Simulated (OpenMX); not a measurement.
## GaN under changes of volume

One of the cells (11.537 Å³/atom); the others are scaled copies at fixed shape and fractional positions:

```
Ga N
1.0
     3.20106    0.00000    0.00000
    -1.60053    2.77220    0.00000
     0.00000    0.00000    5.20021
Ga N
2 2
Direct
  0.66667 0.33333 0.50000
  0.33333 0.66667 0.00000
  0.66667 0.33333 0.87500
  0.33333 0.66667 0.37500
```

- Program: OpenMX 3.8.5
- Functional: PBE
- Potentials or basis: OpenMX 2013 PBE set, Ga7.0-s3p2d2, N6.0-s2p2d1, fixed grid of 36 × 36 × 70 points
- k mesh: 11 × 11 × 5
- Occupations: fermi-dirac, width 0.05 eV
- Spin: no spin polarisation

```tsv
volume (Å³/atom)	energy over the lowest point (meV/atom)	gap on the mesh (eV)	largest force (eV/Å)
10.632	82.50	2.85	0.136
10.858	53.39	2.70	0.130
11.084	31.18	2.55	0.123
11.537	?	?	?
11.763	0.43	2.11	0.106
11.989	0.00	1.97	0.101
```

Question: What does the run at 11.537 Å³/atom give?

Answer: Energy over the lowest point 5.42 meV/atom; gap on the mesh 2.25 eV; largest force 0.111 eV/Å.

Worked out: A Birch-Murnaghan fit of order 3 (a polynomial in V^(-2/3)) to the other rows has its minimum at 11.90 Å³/atom with B0 = V·E''(V) = 160 GPa and B' = 4.7 at fixed shape and positions, which overstates the stiffness. It gives 5.37 meV/atom at 11.537 Å³/atom, against the run's 5.42. A straight line through the other rows of the gap, of slope -7.34 eV per unit of ln V (its deformation potential), gives 2.25 eV, against the run's 2.25.

Energies are extrapolated to zero smearing.

Caveats: the basis has few d functions beyond the semicore shells, which can make volumes several per cent too large; the basis of atomic orbitals isn't converged, which shifts pressures, moduli and gaps.

Spin-orbit coupling on Ga is left out.
